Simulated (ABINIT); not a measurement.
CuO (Tenorite):

```
CELL_PARAMETERS angstrom
2.34465 -1.71340 0.00000
2.34465 1.71340 0.00000
-0.86055 0.00000 5.05944
ATOMIC_POSITIONS crystal
Cu 0.49680 0.00320 0.50000
Cu 0.00320 0.49680 0.00000
O 0.40560 0.57140 0.75370
O 0.57140 0.40560 0.25370
```

Base run:

- Program: ABINIT 10.8.3 (patched build)
- Functional: LDA
- Potentials or basis: PseudoDojo NC SR LDA v0.4.1 standard
- Cutoff: 1252 eV
- k mesh: 8 × 8 × 4
- Occupations: fermi-dirac, width 0.05 eV
- Spin: no spin polarisation

Its results: band gap on the k mesh none (metal or under the smearing width); pressure -9.7 GPa; largest force 0.810 eV/Å.

Problem. The run is repeated on the same cell with these changes: functional from LDA to PBEsol; potentials or basis from PseudoDojo NC SR LDA v0.4.1 standard to PseudoDojo NC SR PBEsol v0.4.1 standard. What comes out?

Solution. Band gap on the k mesh none (metal or under the smearing width); pressure -2.9 GPa; largest force 0.771 eV/Å.

Caveats: the run has no spin polarisation, though such a crystal can be magnetic; semilocal functionals often make such compounds metallic where correlation or magnetic order opens a gap, which also shifts bond lengths.
